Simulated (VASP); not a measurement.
# Al3N in VASP: further runs, part 2 of 2

VASP 6.6.1. The steps go on from the part before.

## (4) Single point, PBEsol (N over (1/6, 1/6) of the surface cell, its height relaxed)

Contents of INCAR:

```
SYSTEM = Al3N
PREC = Accurate
ENCUT = 520
EDIFF = 1E-7
ISMEAR = 0
SIGMA = 0.1
LREAL = .FALSE.
LASPH = .TRUE.
NELM = 60
ALGO = Normal
ISIF = 2
LWAVE = .FALSE.
LCHARG = .TRUE.
LDIPOL = .TRUE.
IDIPOL = 3
DIPOL = 0.5 0.5 0.356
GGA = PS
LELF = .TRUE.
LVHAR = .TRUE.
LVACPOTAV = .TRUE.
NBANDS = 15
```

Contents of KPOINTS:

```
regular mesh
0
G
  9 9 1
  0 0 0
```

Contents of POSCAR:

```
Al3N
1.0
    2.8394270062      0.0000000000      0.0000000000
    0.0000000000      2.8394270062      0.0000000000
    0.0000000000      0.0000000000     19.6413451746
Al N
3 1
Direct
    0.5000000000      0.5000000000      0.2036520393
    0.0000000000      0.0000000000      0.3090064780
    0.5000000000      0.5000000000      0.4145003869
    0.6666666667      0.6666666667      0.4986937162
```

Potentials or basis: VASP PAW PBE potentials, release 64 (Al, N).

Started as:

```sh
$ cat potpaw_PBE.64/Al/POTCAR potpaw_PBE.64/N/POTCAR > POTCAR
$ mpirun -np 1 vasp_std > vasp.out
```

OUTCAR:

```text
SYSTEM = Al3N
   PREC = Accurate
   ENCUT = 520
   EDIFF = 1E-7
   ISMEAR = 0
   LREAL = .FALSE.
   LASPH = .TRUE.
   NELM = 60
   ISIF = 2
   GGA = PS

 ion  position               nearest neighbor table
   1  0.500  0.500  0.204-   2 2.88   2 2.88   2 2.88   2 2.88
   2  0.000  0.000  0.309-   1 2.88   1 2.88   1 2.88   1 2.88   3 2.89   3 2.89   3 2.89   3 2.89

   3  0.500  0.500  0.415-   4 1.78   2 2.89   2 2.89   2 2.89   2 2.89
   4  0.667  0.667  0.499-   3 1.78

  LATTYP: Found a simple tetragonal cell.
 ALAT       =     2.8394270062
 C/A-ratio  =     6.9173622466

  Lattice vectors:

 A1 = (   2.8394270062,   0.0000000000,   0.0000000000)
 A2 = (   0.0000000000,   2.8394270062,   0.0000000000)
 A3 = (   0.0000000000,   0.0000000000,  19.6413451746)

Analysis of symmetry for initial positions (statically):
=====================================================================
 Subroutine PRICEL returns:
 Original cell was already a primitive cell.

 Routine SETGRP: Setting up the symmetry group for a
 simple tetragonal supercell.

 Subroutine GETGRP returns: Found  2 space group operations
 (whereof  2 operations were pure point group operations)
 out of a pool of 16 trial point group operations.

The static configuration has the point symmetry C_1h.

Analysis of symmetry for dynamics (positions and initial velocities):
=====================================================================
 Subroutine PRICEL returns:
 Original cell was already a primitive cell.

 Routine SETGRP: Setting up the symmetry group for a
 simple tetragonal supercell.

 Subroutine GETGRP returns: Found  2 space group operations
 (whereof  2 operations were pure point group operations)
 out of a pool of 16 trial point group operations.

The dynamic configuration has the point symmetry C_1h.

 Subroutine INISYM returns: Found  2 space group operations
 (whereof  2 operations are pure point group operations),
 and found     1 'primitive' translations

----------------------------------------------------------------------------------------

                                     Primitive cell

  volume of cell :     158.3553

  direct lattice vectors                    reciprocal lattice vectors
     2.839427006  0.000000000  0.000000000     0.352183732  0.000000000  0.000000000
     0.000000000  2.839427006  0.000000000     0.000000000  0.352183732  0.000000000
     0.000000000  0.000000000 19.641345175     0.000000000  0.000000000  0.050913010

  length of vectors
     2.839427006  2.839427006 19.641345175     0.352183732  0.352183732  0.050913010

  position of ions in fractional coordinates (direct lattice)
     0.500000000  0.500000000  0.203652039
     0.000000000  0.000000000  0.309006478
     0.500000000  0.500000000  0.414500387
     0.666666667  0.666666667  0.498693716

  ion indices of the primitive-cell ions
   primitive index   ion index
                 1           1
                 2           2
                 3           3
                 4           4

----------------------------------------------------------------------------------------

 KPOINTS: regular mesh

Automatic generation of k-mesh.
 Grid dimensions read from file:
 generate k-points for:    9    9    1
[... 47 lines left out ...]
   total plane-waves  NPLWV =  86400
   dimension x,y,z NGX =    24 NGY =   24 NGZ =  150
   dimension x,y,z NGXF=    48 NGYF=   48 NGZF=  300
   ions per type =               3   1
   NGX,Y,Z   is equivalent  to a cutoff of  14.05, 14.05, 12.70 a.u.
   NGXF,Y,Z  is equivalent  to a cutoff of  28.10, 28.10, 25.39 a.u.
 SYSTEM =  Al3N
   PREC   = accura    normal or accurate (medium, high low for compatibility)
   ISTART =      0    job   : 0-new  1-cont  2-samecut
   ICHARG =      2    charge: 1-file 2-atom 10-const
   ISPIN  =      1    spin polarized calculation?
   LNONCOLLINEAR =      F non collinear calculations
   LSORBIT =      F    spin-orbit coupling
   LASPH  =      T    aspherical Exc in radial PAW
   ENCUT  =  520.0 eV  38.22 Ry    6.18 a.u.   5.28  5.28 36.52*2*pi/ulx,y,z
   NELM   =     60;   NELMIN=  2; NELMDL= -5     # of ELM steps
   EDIFF  = 0.1E-06   stopping-criterion for ELM
   LREAL  =      F    real-space projection
   EDIFFG = 0.1E-05   stopping-criterion for IOM
   NSW    =      0    number of steps for IOM
   IBRION =     -1    ionic relax: 0-MD 1-quasi-New 2-CG
   NFREE  =      0    steps in history (QN), initial steepest desc. (CG)
   ISIF   =      2    stress and relaxation
   ISYM   =      2    0-nonsym 1-usesym 2-fastsym
   POTIM  = 0.5000    time-step for ionic-motion
   TEBEG  =    0.0;   TEEND  =   0.0 temperature during run
   PSTRESS=    0.0 pullay stress
   NELECT =      14.0000    total number of electrons
   NUPDOWN=      -1.0000    fix difference up-down
   EMIN   =  10.00;   EMAX   =-10.00  energy-range for DOS
   EFERMI =   0.00;   METHOD = LEGACY
   ISMEAR =     0;   SIGMA  =   0.10  broadening in eV -4-tet -1-fermi 0-gaus
   EFERMI_NEDOS =   21; number of points for ismear=-14 and -15
   IALGO  =     38    algorithm
   IMIX   =      4    mixing-type and parameters
     AMIX     =   0.40;   BMIX     =  1.00
     AMIX_MAG =   1.60;   BMIX_MAG =  1.00
  volume/ion in A,a.u.               =      39.59       267.16
  Fermi-wavevector in a.u.,A,eV,Ry     =   0.729301  1.378178  7.236660  0.531880
  Thomas-Fermi vector in A             =   1.820989
   LORBIT       =      0    0 simple, 1 ext, 2 COOP (PROOUT), +10 PAW based schemes
   GGA     = PS    functional components
   LHFCALC =     F    Hartree Fock is set to
   AEXX    =    0.0000 exact exchange contribution
   IVDW    =     0    specifies the selected vdW correction
   LEPSILON=     F    determine dielectric tensor
   LRPA    =     F    only Hartree local field effects (RPA)
 non-spin polarized calculation
 Gauss-broadening in eV      SIGMA  =   0.10
  energy-cutoff  :      520.00
  volume of cell :      158.36
 maximum number of plane-waves:      4292
 NGX is ok and might be reduce to    24

 number of electron      14.0000001 magnetization

 dipolmoment           0.000000      0.000000      0.186923 electrons x Angstroem

 Free energy of the ion-electron system (eV)
  ---------------------------------------------------
  ext. energy  EPLUGINS =         0.00000000
  ---------------------------------------------------
  free energy    TOTEN  =       -16.66592759 eV

  energy without entropy =      -16.65574364  energy(sigma->0) =      -16.66083561

 E-fermi :  -1.4686     XC(G=0):  -4.7424

 val. band max:       -1.5329775156   @ k =  -0.3333   0.4444   0.0000
 cond. band min:      -1.4664454883   @ k =  -0.1111   0.1111   0.0000
 fundamental gap:      0.0665320273
 Fermi energy:        -1.4686306180

 k-point     1 :       0.0000    0.0000    0.0000
  band No.  band energies     occupation
      1     -15.0468      2.00000
      2     -11.7592      2.00000
      3      -9.2903      2.00000
      4      -5.8016      2.00000
      5      -3.3490      2.00000
      6      -0.8343      0.00000
      7      -0.6384      0.00000
      8      -0.3530      0.00000
      9       2.2357      0.00000
     10       3.7667      0.00000
     11       4.6549      0.00000
     12       5.0064      0.00000
     13       5.0231      0.00000
     14       5.5770      0.00000
[... 401 lines left out ...]
      2      -4.9267      2.00000
      3      -3.9431      2.00000
      4      -3.6590      2.00000
      5      -3.1034      2.00000
      6      -2.8028      2.00000
      7      -2.1224      2.00000
      8      -1.6259      1.97388
      9      -0.9147      0.00000
     10      -0.6741      0.00000
     11       0.2676      0.00000
     12       1.4566      0.00000
     13       1.6388      0.00000
     14       2.4145      0.00000
     15       3.5699      0.00000

 [... further k-points ...]
[... 5 lines left out ...]
  --------------------------------------------------------------------------------------
  -------------------------------------------------------------------------------------
  Total       -3.0007002     -3.0007002      0.2894587      0.5918749      0.8964765      0.8964764
  in kB      -30.3599143    -30.3599143      2.9286307      5.9883590      9.0701997      9.0701985
  external PRESSURE =     -19.2637326 kB  Pullay stress =       0.0000000 kB

 VOLUME and BASIS-vectors are now :
 -----------------------------------------------------------------------------
  energy-cutoff  :      520.00
  volume of cell :      158.36
      direct lattice vectors                 reciprocal lattice vectors
     2.839427006  0.000000000  0.000000000     0.352183732  0.000000000  0.000000000
     0.000000000  2.839427006  0.000000000     0.000000000  0.352183732  0.000000000
     0.000000000  0.000000000 19.641345175     0.000000000  0.000000000  0.050913010

 POSITION                                       TOTAL-FORCE (eV/Angst)
 -----------------------------------------------------------------------------------
      1.41971      1.41971      4.00000         0.006425      0.006425     -0.125473
      0.00000      0.00000      6.06930         0.081153      0.081153      0.155161
      1.41971      1.41971      8.14135        -0.747625     -0.747625     -0.081235
      1.89295      1.89295      9.79502         0.660046      0.660046      0.051547
 -----------------------------------------------------------------------------------
    total drift:                               -0.000063     -0.000063     -0.000106

  FREE ENERGIE OF THE ION-ELECTRON SYSTEM (eV)
  ---------------------------------------------------
  free  energy   TOTEN  =       -16.6659275855 eV

  energy  without entropy=      -16.6557436382  energy(sigma->0) =      -16.66083561

 vacuum level on the upper side and lower side of the slab         7.011         2.816
```

OSZICAR:

```text
N       E                     dE             d eps       ncg     rms          rms(c)
DAV:   1     0.499673723509E+02    0.49967E+02   -0.46310E+03   750   0.679E+02
DAV:   2    -0.998456434128E+01   -0.59952E+02   -0.53767E+02  1020   0.124E+02
DAV:   3    -0.186459586240E+02   -0.86614E+01   -0.78668E+01   984   0.444E+01
DAV:   4    -0.189087671209E+02   -0.26281E+00   -0.24957E+00   989   0.103E+01
[... 19 lines left out ...]
DAV:  24    -0.166659259822E+02   -0.86014E-06   -0.31286E-08   743   0.111E-03    0.105E-03
DAV:  25    -0.166659272740E+02   -0.12917E-05   -0.38902E-08   666   0.893E-04    0.316E-04
DAV:  26    -0.166659274672E+02   -0.19327E-06   -0.71880E-09   722   0.444E-04    0.153E-04
DAV:  27    -0.166659275672E+02   -0.10000E-06   -0.37942E-09   673   0.260E-04    0.982E-05
DAV:  28    -0.166659275855E+02   -0.18253E-07   -0.13467E-09   694   0.162E-04
   1 F= -.16665928E+02 E0= -.16660836E+02  d E =-.101839E-01
```

stdout:

```text
POSCAR found type information on POSCAR AlN
 POSCAR found :  2 types and       4 ions
 scaLAPACK will be used
 -----------------------------------------------------------------------------
|                                                                             |
[... 23 lines left out ...]
|     field-free region was found. Please increase the size of  your cell     |
|     in the dimension of the dipole correction to obtain accurate            |
|     workfunction values.                                                    |
|                                                                             |
 -----------------------------------------------------------------------------
```

Wall time 2.6 min (1 thread of AMD EPYC 7R43 (Zen 3), shared host); peak memory 0.26 GiB.

What came out:

* Free energy: -16.6659 eV
* Largest force: 1.060 eV/Å
* Band gap on the k mesh: none (metal or under the smearing width)
* Work function of the upper face: 8.48 eV
* Work function of the lower face: 4.28 eV

Forces in eV/Å, atoms in the order of the input:
```
Al   0.006  0.006 -0.125
Al   0.081  0.081  0.155
Al  -0.748 -0.748 -0.081
N    0.660  0.660  0.052
```

Levels at points of the mesh, in eV from the Fermi level:
```csv
k point,band 4,band 5,band 6,band 7,band 8,band 9,band 10,band 11
"(0.00, 0.00, 0.00)",-4.33,-1.88,0.63,0.83,1.12,3.70,5.24,6.12
```

Caveat: the PAW data sets were made with another functional, which shifts forces and pressure a little.

## (5) Overview

```tsv
cell	gap on the mesh (eV)	largest force (eV/Å)	work function (eV)
N over (0/6, 1/6) of the surface cell, its height relaxed	none	0.76	8.54
N over (0/6, 2/6) of the surface cell, its height relaxed	none	2.35	-
N over (1/6, 1/6) of the surface cell, its height relaxed	none	1.06	8.48
```

Some of these runs hold the atoms at other places in the same cell, which the table doesn't show; runs alike in all that it shows share one row.

Alike in all rows: task single point; level PBEsol; potentials or basis VASP PAW PBE potentials, release 64 (Al, N); no spin polarisation; k mesh 9 × 9 × 1; cutoff (eV) 520; smearing gaussian 0.1 eV.

Caveats: the PAW data sets were made with another functional, which shifts forces and pressure a little.

Absolute energies hang on the potentials; compare differences alone.
